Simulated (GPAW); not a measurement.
In:

```
CELL_PARAMETERS angstrom
3.33548 0.00000 0.00000
-1.66774 2.88861 0.00000
0.00000 0.00000 5.50914
ATOMIC_POSITIONS crystal
In 0.66667 0.33333 0.75000
In 0.33333 0.66667 0.25000
```

This isn't the form of In at room conditions, which is tetragonal.

* Program: GPAW 26.7.0
* Task: relaxation of cell and atoms
* Functional: PBEsol
* Dispersion: D3(BJ)
* Potentials or basis: PAW data sets generated in the run's folder for this functional
* Cutoff: 600 eV
* Basis: pw
* k mesh: 8 × 8 × 4
* Occupations: fermi-dirac, width 0.05 eV
* Spin: no spin polarisation

At the start: pressure -3.8 GPa; volume 26.54 Å³/atom.

**Question.** Where does the relaxation end?

**Answer.** Over 10 steps the energy falls by 46.4 meV/atom and the volume is 24.44 Å³/atom (-7.9 %); space group P6_3/mmc (No. 194, to 0.05 Å).

The path:
```csv
step,energy change (eV),largest force (eV/Å),pressure (GPa),volume (Å³)
1,0.0000,0.0000,-3.85,53.08
2,-0.0167,0.0000,-3.42,52.36
3,-0.0676,0.0000,1.46,47.13
4,-0.0726,0.0000,0.06,48.28
5,-0.0744,0.0000,0.08,48.26
6,-0.0842,0.0000,0.15,48.31
7,0.0265,0.0000,1.71,48.91
8,-0.0926,0.0000,0.07,48.85
9,-0.0928,0.0000,0.00,48.85
10,-0.0928,0.0000,0.00,48.88
```

Final structure:
```
CELL_PARAMETERS angstrom
3.15788 0.00000 0.00000
-1.57894 2.73480 0.00000
0.00000 0.00000 5.65986
ATOMIC_POSITIONS crystal
In 0.66667 0.33333 0.75000
In 0.33333 0.66667 0.25000
```

Caveat: later steps reuse the first step's grids; pairwise dispersion overbinds metals, which lowers pressure and volume.
